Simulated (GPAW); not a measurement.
BeS:

```xyz
2
Lattice="0.0000 2.4250 2.4250 2.4250 0.0000 2.4250 2.4250 2.4250 0.0000" Properties=species:S:1:pos:R:3 pbc="T T T"
S     3.6375    3.6375    3.6375
Be    0.0000    0.0000    0.0000
```

Base run:

- Program: GPAW 26.7.0
- Functional: r2SCAN
- Potentials or basis: GPAW PAW data sets (gpaw-data 1.2.1)
- Cutoff: 800 eV
- Basis: pw
- k mesh: 9 × 9 × 9
- Occupations: fermi-dirac, width 0.05 eV
- Spin: no spin polarisation

Its results: band gap on the k mesh 3.66 eV, indirect (least direct gap 6.22 eV); pressure 2.0 GPa.

Question: After a change of settings the same cell gave: band gap on the k mesh 3.20 eV, indirect (least direct gap 5.64 eV); pressure 2.2 GPa. Which change was it?
A. functional from r2SCAN to LDA; potentials or basis from GPAW PAW data sets (gpaw-data 1.2.1) to the program's PAW data sets (release 1.2.1) made for this functional
B. functional from r2SCAN to revPBE; potentials or basis from GPAW PAW data sets (gpaw-data 1.2.1) to the program's PAW data sets (release 1.2.1) made for this functional
C. functional from r2SCAN to PBE
D. functional from r2SCAN to PBEsol; potentials or basis from GPAW PAW data sets (gpaw-data 1.2.1) to PAW data sets generated in the run's folder for this functional

Answer: C.

r2SCAN gives the wider gap, since meta-GGAs in the generalised Kohn-Sham scheme recover part of the derivative discontinuity.

Caveats: the PAW data sets were made with another functional, which shifts forces and pressure a little (some runs); the mesh misses the band edges, which the band path finds closer together (some runs); an odd mesh through Γ misses points on the zone boundary, where band edges often lie (some runs).
